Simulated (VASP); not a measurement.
# Vibrations of ZnO (zincite): a test of the settings, part 3 of 3

How far do the zone-centre frequencies of ZnO (zincite) depend on the numerical settings? The starting structure is a measured crystal structure from the Crystallography Open Database.

VASP 6.6.1.

Results so far: reference B1 (2) 554.9 cm⁻¹; a 6×6×4 mesh B1 (2) 554.6 cm⁻¹; a cutoff of 400 eV B1 (2) 552.5 cm⁻¹.

### 5. Modes with a 14×14×8 mesh

Level of this step: LDA; plane waves and PAW (Zn, O) (VASP).

Against step 2 the input has a 14×14×8 mesh.

INCAR

```
SYSTEM = ZnO
PREC = Accurate
ENCUT = 520
EDIFF = 1E-08
NELM = 100
ISMEAR = 0
SIGMA = 0.03
LREAL = .FALSE.
ALGO = Normal
GGA = CA
NBANDS = 24
LORBIT = 11
LWAVE = .FALSE.
LCHARG = .FALSE.
KPAR = 8
IBRION = 8
LEPSILON = .TRUE.
LPEAD = .TRUE.
ISIF = 2
```

POSCAR

```
ZnO
1.0
    3.1956798486      0.0000000000      0.0000000000
   -1.5978399243      2.7675399312      0.0000000000
    0.0000000000      0.0000000000      5.1657050116
Zn O
2 2
Direct
    0.6666666667      0.3333333333      0.0002688976
    0.3333333333      0.6666666667      0.5002688976
    0.3333333333      0.6666666667      0.8787411024
    0.6666666667      0.3333333333      0.3787411024
```

KPOINTS

```
Automatic mesh
0
Gamma
14 14 8
0 0 0
```

The projector-augmented-wave data sets are Zn and O (LDA family, release 64).

On the command line:

```
$ mpirun -np 8 vasp_std
```

The program printed:

```text
[... set-up lines as in an earlier step ...]
 entering main loop
       N       E                     dE             d eps       ncg     rms          rms(c)
DAV:   1     0.284070269619E+03    0.28407E+03   -0.18668E+04  5808   0.222E+03
DAV:   2     0.378960381080E+01   -0.28028E+03   -0.26592E+03  6264   0.431E+02
DAV:   3    -0.237990799973E+02   -0.27589E+02   -0.27372E+02  6744   0.142E+02
DAV:   4    -0.242300606510E+02   -0.43098E+00   -0.43077E+00  6488   0.186E+01
[...]
DAV:  16    -0.211587356180E+02    0.30636E-07   -0.25313E-08  5528   0.153E-03    0.801E-04
DAV:  17    -0.211587356010E+02    0.16964E-07   -0.48152E-08  7072   0.243E-03    0.118E-04
DAV:  18    -0.211587355968E+02    0.41910E-08   -0.75876E-09  3312   0.111E-03
   1 F= -.21158736E+02 E0= -.21158736E+02  d E =-.620458E-15
 Linear response reoptimize wavefunctions to high precision
DAV:   1    -0.211587355958E+02    0.10259E-08   -0.10133E-09  3104   0.349E-04
DAV:   2    -0.211587355958E+02    0.54570E-11   -0.11529E-10  3072   0.112E-04
 Linear response to external field (no local field effect), progress :
[...]
RMM:  14    -0.352894871225E+00    0.56083E-07   -0.10367E-08 25898   0.415E-05    0.516E-08
 first order change of Fermi-energy   0.11001E-04
 force on displaced ion       3 direction 1 :  -9.076   0.000   0.000
 Born effective charge ion    3 direction 1 :  -2.074   0.000   0.000
 Linear response progress:
  Degree of freedom:   4/  4
       N       E                     dE             d eps       ncg     rms          rms(c)
RMM:   1    -0.378620967243E+00   -0.37862E+00    0.56850E-01 17850   0.416E+00
RMM:   2    -0.369120189398E+00    0.95008E-02   -0.10571E-02 11329   0.111E+00    0.330E-01
RMM:   3    -0.370119070104E+00   -0.99888E-03   -0.13593E-03 12243   0.276E-01    0.167E-01
RMM:   4    -0.371200083738E+00   -0.10810E-02   -0.41910E-04 11737   0.131E-01    0.393E-02
[...]
RMM:  14    -0.371226258953E+00   -0.25728E-07   -0.25278E-08 12612   0.469E-05    0.864E-07
RMM:  15    -0.371226194924E+00    0.64029E-07   -0.26837E-08  7304   0.446E-05    0.199E-07
RMM:  16    -0.371226259527E+00   -0.64603E-07   -0.30992E-08  7269   0.447E-05    0.764E-08
 first order change of Fermi-energy  -0.28506E+00
 force on displaced ion       3 direction 3 :   0.000   0.000 -12.617
 Born effective charge ion    3 direction 3 :   0.000   0.000  -2.129
 Born effective charges drift removed
 Linear response finished
```

Run time: 6 min. Hardware: 8 MPI ranks of AMD EPYC 9R14 (Zen 4), shared host; peak memory 15 GiB; 48 min of CPU time.

From OUTCAR (step 5):

```text
  Total        0.0068568      0.0068568      0.0058996      0.0000000      0.0000000      0.0000000
  in kB        0.2404610      0.2404610      0.2068916      0.0000000      0.0000000      0.0000000
  external PRESSURE =       0.2292712 kB  Pullay stress =       0.0000000 kB

 POSITION                                       TOTAL-FORCE (eV/Angst)
 -----------------------------------------------------------------------------------
      1.59784      0.92251      0.00139         0.000000     -0.000000      0.001216
     -0.00000      1.84503      2.58424        -0.000000      0.000000      0.001216
     -0.00000      1.84503      4.53932         0.000000      0.000000     -0.001216
      1.59784      0.92251      1.95646        -0.000000     -0.000000     -0.001216
 -----------------------------------------------------------------------------------
    total drift:                                0.000001      0.000001     -0.000397

 MACROSCOPIC STATIC DIELECTRIC TENSOR (including local field effects in DFT)
 ------------------------------------------------------
           5.002297     0.000000     0.000000
          -0.000000     5.002297     0.000000
           0.000000     0.000000     5.052136
 ------------------------------------------------------

 MACROSCOPIC STATIC DIELECTRIC TENSOR IONIC CONTRIBUTION
 ------------------------------------------------------
           4.199749    -0.000000     0.000000
          -0.000000     4.199749    -0.000000
           0.000000    -0.000000     4.878169
 ------------------------------------------------------

[... 1 part as in an earlier step ...]

[... 1 further part left out ...]
```

With a 14×14×8 mesh the modes are at the top B1 (2) 554.9, E2 (2) 446.6 cm⁻¹, at the bottom B1 (1) 261.6, E2 (1) 92.0 cm⁻¹, with 2 more of the listed ones between; the largest shift is +0.2 cm⁻¹, in E1, from the reference.

### 6. Modes with finite displacements

Against step 2 the input has IBRION = 6, NFREE = 2, POTIM = 0.015, no LEPSILON and no LPEAD (also changed: NSW).

Edit INCAR of step 5 so:

```diff
@@ -15,5 +15,6 @@
 KPAR = 8
-IBRION = 8
-LEPSILON = .TRUE.
-LPEAD = .TRUE.
+IBRION = 6
+NFREE = 2
+POTIM = 0.015
+NSW = 1
 ISIF = 2
```

POSCAR is that of step 5.

KPOINTS

```
Automatic mesh
0
Gamma
12 12 6
0 0 0
```

On the command line:

```
$ mpirun -np 8 vasp_std
```

The program printed:

```text
[... set-up lines as in an earlier step ...]
 entering main loop
       N       E                     dE             d eps       ncg     rms          rms(c)
[... 18 cycles as in an earlier step ...]
   1 F= -.21158688E+02 E0= -.21158688E+02  d E =-.113949E-14
[... from here on, the cycles between the ionic steps are left out ...]
   2 F= -.21157738E+02 E0= -.21157738E+02  d E =-.187717E-14
   3 F= -.21157738E+02 E0= -.21157738E+02  d E =-.188206E-14
   4 F= -.21157285E+02 E0= -.21157285E+02  d E =-.158288E-15
   5 F= -.21157300E+02 E0= -.21157300E+02  d E =-.162038E-13
   6 F= -.21157672E+02 E0= -.21157672E+02  d E =-.194645E-14
   7 F= -.21157672E+02 E0= -.21157672E+02  d E =-.194327E-14
   8 F= -.21157280E+02 E0= -.21157280E+02  d E =-.909561E-14
   9 F= -.21157266E+02 E0= -.21157266E+02  d E =-.821472E-16
 Finite differences progress:
  Degree of freedom:   4/  4
  Displacement:        2/  2
  Total:               8/  8
```

It took 1.9 min on 8 MPI ranks; peak memory 5.7 GiB.

Parts of OUTCAR (step 6):

```text
  Total       -0.0707785     -0.0707785      0.1633257     -0.0000000      0.0000000      0.0000000
  in kB       -2.4821331     -2.4821331      5.7276756     -0.0000000      0.0000000      0.0000000
  external PRESSURE =       0.2544698 kB  Pullay stress =       0.0000000 kB

 POSITION                                       TOTAL-FORCE (eV/Angst)
 -----------------------------------------------------------------------------------
      1.59784      0.92251      0.00139        -0.000000     -0.000000     -0.025958
     -0.00000      1.84503      2.58424        -0.000000      0.000000     -0.088536
     -0.00000      1.84503      4.52432         0.000000      0.000000      0.194715
      1.59784      0.92251      1.95646         0.000000      0.000000     -0.080221
 -----------------------------------------------------------------------------------
    total drift:                                0.000000      0.000001     -0.000310

  FREE ENERGIE OF THE ION-ELECTRON SYSTEM (eV)
  ---------------------------------------------------
  free  energy   TOTEN  =       -21.1572662569 eV

  energy  without entropy=      -21.1572662569  energy(sigma->0) =      -21.15726626

[... 2 parts as in an earlier step ...]

[... 1 further part left out ...]
[key lines of the parts left out:]
E-fermi :   1.4260
```

The last energy, forces and stress in OUTCAR belong to the last displaced cell, not to that of POSCAR.

With finite displacements the modes are at the top B1 (2) 555.4, E2 (2) 446.6 cm⁻¹, at the bottom B1 (1) 262.1, E2 (1) 90.9 cm⁻¹, with 2 more of the listed ones between; the largest shift is -1.1 cm⁻¹, in E2 (1), from the reference.

### 7. The runs compared

| run | B1 (2) | E2 (2) | E1 | A1 | B1 (1) | E2 (1) | method | core minutes |
| --- | --- | --- | --- | --- | --- | --- | --- | --- |
| reference | 554.9 | 446.6 | 413.7 | 395.0 | 261.5 | 92.0 | perturbation theory | 30.8 |
| a 6×6×4 mesh | 554.6 | 446.5 | 413.0 | 394.7 | 261.5 | 92.1 | perturbation theory | 8.13 |
| a cutoff of 400 eV | 552.5 | 445.8 | 413.7 | 396.3 | 264.6 | 90.7 | perturbation theory | 23.9 |
| a 14×14×8 mesh | 554.9 | 446.6 | 413.9 | 395.0 | 261.6 | 92.0 | perturbation theory | 48.3 |
| finite displacements | 555.4 | 446.6 | 414.2 | 395.1 | 262.1 | 90.9 | finite displacements | 15.6 |

Modes are in cm⁻¹, degenerate ones as one, matched between runs by symmetry and order. A number in brackets counts the listed modes of one symmetry from the lowest. The symmetry labels come from an automatic analysis and can be wrong where levels nearly coincide. Core minutes are wall time times ranks of the run shown, on a shared host.

### 8. What came out

| Property | Result |
| --- | --- |
| B1 (2), reference | 554.9 cm⁻¹ |
| E2 (1), reference | 92.0 cm⁻¹ |
| B1 (2), a 6×6×4 mesh | 554.6 cm⁻¹ |
| E2 (1), a 6×6×4 mesh | 92.1 cm⁻¹ |
| B1 (2), a cutoff of 400 eV | 552.5 cm⁻¹ |
| E2 (1), a cutoff of 400 eV | 90.7 cm⁻¹ |
| B1 (2), a 14×14×8 mesh | 554.9 cm⁻¹ |
| E2 (1), a 14×14×8 mesh | 92.0 cm⁻¹ |
| B1 (2), finite displacements | 555.4 cm⁻¹ |
| E2 (1), finite displacements | 90.9 cm⁻¹ |

The largest change comes with a cutoff of 400 eV: +3.1 cm⁻¹ in B1 (1). On finer settings the modes change by up to +0.2 cm⁻¹ in E1 with a 14×14×8 mesh. Other changes move the modes by more: -0.7 cm⁻¹ in E1 with a 6×6×4 mesh, +3.1 cm⁻¹ in B1 (1) with a cutoff of 400 eV and -1.1 cm⁻¹ in E2 (1) with finite displacements. The dielectric constants and Born charges in the logs aren't compared here; at a small gap they can be far off, and in a run without a gap they mean nothing. The frequencies are harmonic, and the splitting of polar modes by their long-range field is left out. Further runs on this material are not shown.

[Lines on the potential files, build, host, timing and source positions are cut from VASP's logs without a mark.]

[Logs are printed without paths, hosts, clocks, repeated set-up lines and the standing remarks that a program may print on its own settings, such as how far it seeks lower states.]

[Hosts, paths, dates, database ids (printed as entryN), source tags and the programs' standing remarks are cut or masked in the printed files.]
